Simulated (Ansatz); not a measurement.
Computed with DFT PBE, scalar-relativistic, plane waves, PAW (Ansatz). Settings: cutoff 420 eV, Γ-centred meshes spaced at most about 0.3 Å⁻¹, and about 0.25 Å⁻¹ or finer for metals (2π included), Gaussian smearing. No spin polarisation.

These are static total energies at zero pressure.

Two relaxed structures of BeC:

1.

```
CELL_PARAMETERS angstrom
1.24202 0.71708 5.64229
-1.24202 0.71708 5.64229
0.00000 -1.43416 5.64229
ATOMIC_POSITIONS crystal
Be 0.77522 0.77522 0.77522
Be 0.54690 0.54690 0.54690
C 0.01780 0.01780 0.01780
C 0.65979 0.65979 0.65979
```

2.

```
CELL_PARAMETERS angstrom
2.91479 0.00000 0.00000
-1.45739 2.52428 0.00000
0.00000 0.00000 1.89930
ATOMIC_POSITIONS crystal
Be 0.00000 0.00000 0.00000
C 0.33333 0.66667 0.50000
```

Question: Which form is favoured at zero pressure, and by what margin per atom?

Answer: Cell 1 is lower, by 0.42 eV/atom. Cell 1 has space group R3m (No. 160), 7.5 Å³/atom and no gap on its mesh; cell 2 has space group P-6m2 (No. 187), 7.0 Å³/atom and no gap. Counting C atoms around Be (those within 1.25 times the shortest such distance or 1.15 times the sum of covalent radii; a slash parts the counts of unlike sites), cell 1 has Be 1/4 and cell 2 has Be 6. Cell 1 holds C–C nets (shortest 1.49 Å); in cell 2 the shortest C–C distance is 1.90 Å, near bonding range too. The lower one is the more open, so pressure narrows the difference. Even the lower one lies +0.47 eV/atom against the reference forms of the elements (uncorrected), so neither is stable at this level. In cell 1, around Be on its first site lie 1 C at 1.95 Å, 3 C at 2.10 Å, 3 Be at 2.28 Å and 6 Be at 2.48 Å; around Be on its second site lie 1 C at 1.91 Å and 3 Be at 2.28 Å; C on its first site has 3 C at 1.49 Å and 3 Be at 2.10 Å; 1 more site not described. In cell 2, around Be lie 2 Be at 1.90 Å and 6 C at 1.93 Å; C is surrounded by 2 C at 1.90 Å and 6 Be at 1.93 Å. Origin: cell 1, invented, then shaken at random and relaxed again; cell 2, invented. The lowest form computed isn't among them: it has space group P6_3/mmc (No. 194), 7.1 Å³/atom and lies 62 meV/atom below the best shown.

Cells relaxed within their symmetry can be saddle points. Some structure types and database cells were kept out of the candidates from the start, so a known form may be missing.
